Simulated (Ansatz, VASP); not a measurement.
W: programs and potentials compared

The starting cell:

```
W
1.0
    -1.58234    1.58234    1.58234
     1.58234   -1.58234    1.58234
     1.58234    1.58234   -1.58234
W
1
Direct
  0.00000 0.00000 0.00000
```

Alike in all runs: task relaxation of cell and atoms; functional PBE; k mesh 12 × 12 × 12; occupations fermi-dirac, width 0.05 eV; no spin polarisation; no spin-orbit coupling.

```
                        program and potentials  plane-wave cutoff (eV)                                    notes  equilibrium volume (Å³/atom)
     VASP, PBE PAW files W, release 54, 600 eV                     600   6 valence electrons an atom on average                         15.96
Ansatz, all-electron LAPW, scalar-relativistic                       -                                        -                         16.15
           VASP, PBE PAW files W_sv_GW, 600 eV                     600  14 valence electrons an atom on average                         16.10
  VASP, PBE PAW files W_sv, release 54, 600 eV                     600  14 valence electrons an atom on average                         16.18
```

The equilibrium volume spans 15.96 (VASP, PBE PAW files W, release 54, 600 eV) to 16.18 Å³/atom (VASP, PBE PAW files W_sv, release 54, 600 eV), with all-electron results at 16.15. Relaxations stop with a little pressure left, so the last digit of a volume isn't settled.

Differences between rows come from potentials, basis sets and numerical settings, since the functional is the same but for its coding. Runs on potential files found faulty are left out.

The two 14-electron potentials bracket the all-electron volume of 16.15 Å³/atom, while the 6-electron potential gives a visibly denser crystal at 15.96. The likely reason is the treatment of the 5s and 5p shells. In tungsten the 5p shell reaches into the region where the 5d electrons bond, and strong d bonding holds the atoms close together. Freezing these semicore states removes their response to the crystal and describes their repulsion between neighbouring atoms only approximately, which probably lets the lattice contract too far. The spread between the two 14-electron files shows that valence count alone doesn't fix the volume; projectors and core radii may also contribute.

PBE tends to overestimate the volume of tungsten slightly, so the smaller 6-electron value lies closer to experiment through a partial cancellation of errors, not through a better description of the metal. For reproducing the PBE volume itself, the comparison favours keeping the semicore electrons in the valence. Agreement in volume doesn't establish equal accuracy for elastic constants or strongly compressed tungsten.
